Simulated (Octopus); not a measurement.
## CaF2 (Fluorite) under changes of volume

One of the cells (13.579 Å³/atom); the others are scaled copies at fixed shape and fractional positions:

```
Ca F
1.0
     0.00000    2.73100    2.73100
     2.73100    0.00000    2.73100
     2.73100    2.73100    0.00000
Ca F
1 2
Direct
  0.00000 0.00000 0.00000
  0.75000 0.75000 0.75000
  0.25000 0.25000 0.25000
```

| Item | Value |
| --- | --- |
| Program | Octopus 16.4 |
| Functional | PBEsol |
| Potentials or basis | pseudodojo_pbesol (PseudoDojo 0.4, PBEsol) |
| Grid spacing | 0.129 Å |
| k mesh | 8 × 8 × 8 |
| Occupations | fermi-dirac, width 0.05 eV |
| Spin | no spin polarisation |

| volume (Å³/atom) | energy over the lowest point (meV/atom) | gap on the mesh (eV) |
| --- | --- | --- |
| 12.764 | ? | ? |
| 13.036 | 0.58 | 7.38 |
| 13.308 | 0.00 | 7.26 |
| 13.579 | 2.04 | 7.14 |
| 13.851 | 5.81 | 7.03 |
| 14.122 | 11.72 | 6.92 |
| 14.394 | 18.96 | 6.81 |

Q: What does the run at 12.764 Å³/atom give?

A: Energy over the lowest point 3.15 meV/atom; gap on the mesh 7.51 eV.

Worked out: A Birch-Murnaghan fit of order 3 (a polynomial in V^(-2/3)) to the other rows has its minimum at 13.23 Å³/atom with B0 = V·E''(V) = 72 GPa and B' = 6.2. It gives 3.90 meV/atom at 12.764 Å³/atom, against the run's 3.15. A straight line through the other rows of the gap, of slope -5.74 eV per unit of ln V, extrapolates to 7.50 eV, against the run's 7.51.

Energies are extrapolated to zero smearing.

A mesh can miss the band edges.
